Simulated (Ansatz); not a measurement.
**TiO: how settings move the results**

The task, for TiO: sweep the k-point mesh shifted by half a step.

Computed with Ansatz 0.2.0 (DFT r2SCAN, scalar-relativistic, plane waves, PAW, unless a step's input says otherwise).

3 further runs of the same task are left out: 3 for a known fault of the program.

**1. The system as given**

The structure is hexagonal, space group P6_3/mmc (No. 194). The conventional cell has a = 2.852 Å, b = 2.852 Å, c = 5.568 Å, α = 90.00°, β = 90.00°, γ = 120.00°. Around Ti (site symmetry -6m2) lie 6 O at 2.16 Å. O (site symmetry -3m) is surrounded by 6 Ti at 2.16 Å.

As a file:

```cif
data_structure
_symmetry_space_group_name_H-M 'P 1'
_symmetry_Int_Tables_number 1
_cell_length_a 2.8516
_cell_length_b 2.8516
_cell_length_c 5.5675
_cell_angle_alpha 90.000
_cell_angle_beta 90.000
_cell_angle_gamma 120.000
_cell_volume 39.21
loop_
_atom_site_label
_atom_site_type_symbol
_atom_site_fract_x
_atom_site_fract_y
_atom_site_fract_z
_atom_site_occupancy
Ti1 Ti 0.33333 0.66667 0.25000 1
Ti2 Ti 0.66667 0.33333 0.75000 1
O1 O 0.00000 0.00000 0.00000 1
O2 O 0.00000 0.00000 0.50000 1
```

The structure comes from the Materials Project (structure only); it is used as listed.

**2. The base input**

File input.yaml:

```yaml
crystal:
  lattice:
    - [2.8516080131, 0.0, 0.0]
    - [-1.4258040066, 2.469564981, 0.0]
    - [0.0, 0.0, 5.567503]
  atoms:
    - { symbol: Ti, position: [0.33333333, 0.66666667, 0.25] }
    - { symbol: Ti, position: [0.66666667, 0.33333333, 0.75] }
    - { symbol: O, position: [0.0, 0.0, 0.0] }
    - { symbol: O, position: [0.0, 0.0, 0.5] }
basis:
  ecutwfc: 500
kpoints:
  mp_grid: { grid: [18, 18, 8] }
hamiltonian:
  xc: r2scan
scf:
  occupations: { method: gaussian, width: 0.1 }
output:
  forces: true
  stress: true
  eigenvalues: true
  populations: true
```

It was run beforehand and gave: -1537.8722 eV/atom at zero smearing, pressure -5.33 GPa, largest force 0.000 eV/Å, no gap on the mesh, in 8 SCF cycles and 44 s.

**3. K-point mesh shifted by half a step: 6×6×4**

File input.yaml:

```yaml
crystal:
  lattice:
    - [2.8516080131, 0.0, 0.0]
    - [-1.4258040066, 2.469564981, 0.0]
    - [0.0, 0.0, 5.567503]
  atoms:
    - { symbol: Ti, position: [0.3333333333, 0.6666666667, 0.25] }
    - { symbol: Ti, position: [0.6666666667, 0.3333333333, 0.75] }
    - { symbol: O, position: [0.0, 0.0, 0.0] }
    - { symbol: O, position: [0.0, 0.0, 0.5] }
basis:
  ecutwfc: 500
kpoints:
  mp_grid: { grid: [6, 6, 4], shift: [0.5, 0.5, 0.5] }
hamiltonian:
  xc: r2scan
scf:
  occupations: { method: gaussian, width: 0.1 }
output:
  forces: true
  stress: true
  eigenvalues: true
```

Started as:

```sh
$ ansatz run input.yaml --threads 1 --pin off --max-ram 2560MiB --backend cpu --events-out ev --progress --plain --runs-dir out
```

**4. K-point mesh shifted by half a step: 12×12×4**

input.yaml: that of step 3 with these lines changed.

```diff
@@ -13,3 +13,3 @@
 kpoints:
-  mp_grid: { grid: [6, 6, 4], shift: [0.5, 0.5, 0.5] }
+  mp_grid: { grid: [12, 12, 4], shift: [0.5, 0.5, 0.5] }
 hamiltonian:
```

**5. K-point mesh shifted by half a step: 12×12×6**

input.yaml: that of step 4 with these lines changed.

```diff
@@ -13,3 +13,3 @@
 kpoints:
-  mp_grid: { grid: [12, 12, 4], shift: [0.5, 0.5, 0.5] }
+  mp_grid: { grid: [12, 12, 6], shift: [0.5, 0.5, 0.5] }
 hamiltonian:
```

(Steps that only read results are left out.)

**Question.** What does this series show? Wanted: largest energy shift, k-point mesh shifted by half a step.

As calculated:

| quantity | value |
| --- | --- |
| largest energy shift, k-point mesh shifted by half a step | -0.15 meV/atom at 6×6×4 |

In words: The densest shifted mesh lands 0.06 meV/atom from the base run. The shift lowers the symmetry that the mesh keeps. Spin polarisation is off in the runs that give these values; a magnetic solution could lie lower.
